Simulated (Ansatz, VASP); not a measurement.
CdS (Hawleyite): VASP beside Ansatz

File INCAR:

```
SYSTEM = CdS
  PREC = Accurate
  ENCUT = 520
  EDIFF = 1E-6
  ISMEAR = -1
  SIGMA = 0.02
  LREAL = .False.
  LASPH = .True.
  NELM = 100
  ALGO = Normal
  ISIF = 2
  LWAVE = .False.
  LCHARG = .False.
  GGA = PE
  NBANDS = 16
```

Contents of KPOINTS:

```
Automatic mesh
0
Gamma
  8 8 8
  0 0 0
```

File POSCAR:

```
CdS
1.0
    0.0000000000      2.9121731224      2.9121731224
    2.9121731224      0.0000000000      2.9121731224
    2.9121731224      2.9121731224      0.0000000000
Cd S
1 1
Direct
    0.0000000000      0.0000000000      0.0000000000
    0.2500000000      0.2500000000      0.2500000000
```

Input for Ansatz:

```yaml
crystal:
  lattice:
    - [0.0, 2.9121731224, 2.9121731224]
    - [2.9121731224, 0.0, 2.9121731224]
    - [2.9121731224, 2.9121731224, 0.0]
  atoms:
    - { symbol: Cd, position: [0.0, 0.0, 0.0] }
    - { symbol: S, position: [0.25, 0.25, 0.25] }
kpoints:
  mp_grid: { grid: [8, 8, 8] }
  band_path:
    path:
      - [0.0, 0.0, 0.0]
      - [-0.5, -0.5, 0.0]
      - [-0.375, -0.375, 0.25]
      - [-0.375, 0.0, 0.375]
      - [0.0, 0.0, 0.5]
      - [-0.5, -0.25, 0.25]
    npoints: 1
hamiltonian:
  xc: pbe
scf:
  occupations: { method: fermi_dirac, width: 0.02 }
  n_extra_bands: 4
output:
  forces: true
  stress: true
  eigenvalues: true
```

Change from the starting cell: hydrostatic strain -0.9%.

Alike in both runs: task single point; functional PBE; k mesh 8 × 8 × 8; occupations fermi-dirac, width 0.02 eV; no spin polarisation.

|  | VASP | Ansatz |
| --- | --- | --- |
| version | VASP 6.6.1 | Ansatz 0.2.0 |
| potentials or method | VASP PAW PBE potentials, release 64 (Cd, S) | plane waves, PAW |
| plane-wave cutoff (eV) | 520 | 420 |
| valence electrons in the cell | 18 | 26 |

|  | VASP | Ansatz | Ansatz less VASP |
| --- | --- | --- | --- |
| gap on the k mesh at the Fermi level (eV) | 1.16 | 1.15 | -0.005 |
| pressure (GPa) | 3.5 | 3.1 | -0.37 |

The two sets of potentials don't hold the same shells in valence.
